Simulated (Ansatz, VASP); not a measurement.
C: VASP beside Ansatz

Contents of INCAR:

```
SYSTEM = C
  PREC = Accurate
  ENCUT = 520
  EDIFF = 1E-6
  ISMEAR = 0
  SIGMA = 0.05
  LREAL = .FALSE.
  LASPH = .TRUE.
  NELM = 60
  ALGO = Normal
  ISIF = 2
  LWAVE = .FALSE.
  LCHARG = .FALSE.
  GGA = PS
  NBANDS = 11
```

The input KPOINTS:

```
regular mesh
0
G
  12 12 12
  0 0 0
```

Contents of POSCAR:

```
C
1.0
    0.0000000000      1.7213395737      1.8934735311
    1.7213395737      0.0000000000      1.8934735311
    1.7213395737      1.7213395737      0.0000000000
C
2
Direct
    0.5000000000      0.5000000000      0.5000000000
    0.7500000000      0.7500000000      0.7500000000
```

Input for Ansatz:

```yaml
crystal:
  lattice:
    - [0.0, 1.7213395737, 1.8934735311]
    - [1.7213395737, 0.0, 1.8934735311]
    - [1.7213395737, 1.7213395737, 0.0]
  atoms:
    - { symbol: C, position: [0.5, 0.5, 0.5] }
    - { symbol: C, position: [0.75, 0.75, 0.75] }
basis:
  ecutwfc: 420
kpoints:
  mp_grid: { grid: [12, 12, 12] }
hamiltonian:
  xc: pbesol
scf:
  occupations: { method: gaussian, width: 0.05 }
output:
  forces: true
  stress: true
  eigenvalues: true
```

Alike in both runs: task single point; functional PBEsol; k mesh 12 × 12 × 12; occupations gaussian, width 0.05 eV; no spin polarisation.

|  | VASP | Ansatz |
| --- | --- | --- |
| version | VASP 6.6.1 | Ansatz 0.2.0 |
| potentials or method | VASP PAW PBE potentials, release 64 (C) | scalar-relativistic, plane waves, PAW |
| plane-wave cutoff (eV) | 520 | 420 |
| valence electrons in the cell | 8 | 8 |

```csv
,VASP,Ansatz,Ansatz less VASP
gap on the k mesh at the Fermi level (eV),2.86,2.87,+0.004
least direct gap on the mesh (eV),4.73,4.73,+0.001
pressure (GPa),1.3,0.2,-1.08
largest component of the traceless stress (GPa),64.74,64.78,+0.031
```

Caveats: the PAW data sets were made with another functional, which shifts forces and pressure a little (VASP). As with any semilocal functional, this PBEsol gap is likely too small. A k mesh can miss the band edges.
